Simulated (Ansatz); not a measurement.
# WC: the cost of one run

Program: Ansatz 0.2.0. Level of theory: DFT PBE, scalar-relativistic, plane waves, PAW. These are calculated values, not measurements.

## 1. Starting point

It takes space group P-6m2 (No. 187, hexagonal). Conventional cell: a = 2.901 Å, b = 2.901 Å, c = 2.829 Å, α = 90.00°, β = 90.00°, γ = 120.00°. W (site symmetry -6m2) is surrounded by 6 C at 2.19 Å. Around C (site symmetry -6m2) lie 6 W at 2.19 Å.

Structure file:

```xyz
2
Lattice="2.9005 0.0000 0.0000 -1.4503 2.5119 0.0000 0.0000 0.0000 2.8290" Properties=species:S:1:pos:R:3 pbc="T T T"
W     0.0000    0.0000    0.0000
C     1.4503    0.8373    1.4145
```

Source of the structure: the Crystallography Open Database.

(A quick probe on a coarse mesh, which set the mesh and smearing, is not shown.)

## 3. Rough relaxation on the coarse mesh

Input file input.yaml:

```yaml
crystal:
  lattice:
    - [2.900501436, 0.0, 0.0]
    - [-1.450250718, 2.5119079273, 0.0]
    - [0.0, 0.0, 2.829]
  atoms:
    - { symbol: W, position: [0.0, 0.0, 0.0] }
    - { symbol: C, position: [0.6666666667, 0.3333333333, 0.5] }
basis:
  ecutwfc: 420
kpoints:
  mp_grid: { grid: [6, 6, 8] }
hamiltonian:
  xc: pbe
scf:
  occupations: { method: gaussian, width: 0.1 }
output:
  forces: true
  stress: true
  eigenvalues: true
relax:
  adjacent_minimum: "off"
  f_tol: 0.05
  max_steps: 80
  cell: { stress_tol: 0.5 }
```

Started as:

```
$ ansatz run input.yaml --threads 2 --pin off --max-ram 5120MiB --backend cpu --events-out ev --progress --plain --runs-dir out
```

Q: Estimate wall time and peak memory on 2 threads of Arm Neoverse V1, shared host.

About 3.5 s, with a peak of 0.28 GiB.
